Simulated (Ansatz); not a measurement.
# PbS (Fm-3m), comparing deformations

Method: DFT PBE+D3(BJ), scalar-relativistic, plane waves, PAW (Ansatz). Cutoff 420 eV, Γ-centred 10×10×10 k-points, Gaussian smearing of 0.03 eV. Spin–orbit coupling is left out, which can shift energies with elements as heavy as these. No spin polarisation. Energies are free energies at this smearing, counted from the undisturbed cell; pressure is positive in compression.

Reference structure (as given, not relaxed at this level; it stands at 0.1 GPa):

```yaml
crystal:
  lattice:
    - [0.00000, 2.96500, 2.96500]
    - [2.96500, 0.00000, 2.96500]
    - [2.96500, 2.96500, 0.00000]
  atoms:
    - { symbol: Pb, position: [0.00000, 0.00000, 0.00000] }
    - { symbol: S, position: [0.50000, 0.50000, 0.50000] }
```

The cell is strained by ε times a Voigt pattern (xx, yy, zz, yz, xz, xy; engineering shear) with fractional coordinates fixed. τ = (1/V0) dE/dε comes from the stress tensor. Of each scan, only the three points used here are listed.

| pattern | ε | τ (GPa) |
| --- | --- | --- |
| (1, 1, 0, 0, 0, 0) | -0.0250 | -9.46 |
| (1, 1, 0, 0, 0, 0) | 0.0000 | -0.25 |
| (1, 1, 0, 0, 0, 0) | 0.0250 | 6.64 |
| (0, 0, 1, 0, 0, 0) | -0.0250 | -4.39 |
| (0, 0, 1, 0, 0, 0) | 0.0000 | -0.12 |
| (0, 0, 1, 0, 0, 0) | 0.0250 | 2.98 |
| (0, 1, 0, 0, 0, 0) | -0.0050 | -0.88 |
| (0, 1, 0, 0, 0, 0) | 0.0000 | -0.12 |
| (0, 1, 0, 0, 0, 0) | 0.0050 | 0.58 |

**Question.** Which constants do the scans give, and which deformation costs least for the same size of strain tensor?

**Answer.** The slope dτ/dε at zero (parabola through three points) is pᵀCp: (1, 1, 0, 0, 0, 0) gives 2(C11 + C12) = 322 GPa; (0, 0, 1, 0, 0, 0) gives C11 = 147 GPa; (0, 1, 0, 0, 0, 0) gives C11 = 146 GPa. The size of the strain tensor, ε:ε, is ε² times 2.0, 1.0, 1.0. Per unit of it the stiffnesses are 161, 147, 146 GPa, so (0, 1, 0, 0, 0, 0) is the softest of these, level with (0, 0, 1, 0, 0, 0) (alike by symmetry): at ε:ε = (1 %)² the quadratic term costs 1.18 meV/atom against 1.31 for the stiffest. These are clamped-ion values.

**Question.** What else follows for this cubic crystal?

**Answer.** From the unrounded slopes C11 = 145.5 and C12 = 15.4 GPa, so B = (C11 + 2 C12)/3 = 59 GPa and the Poisson ratio for a pull along a cube edge is C12/(C11 + C12) = 0.10.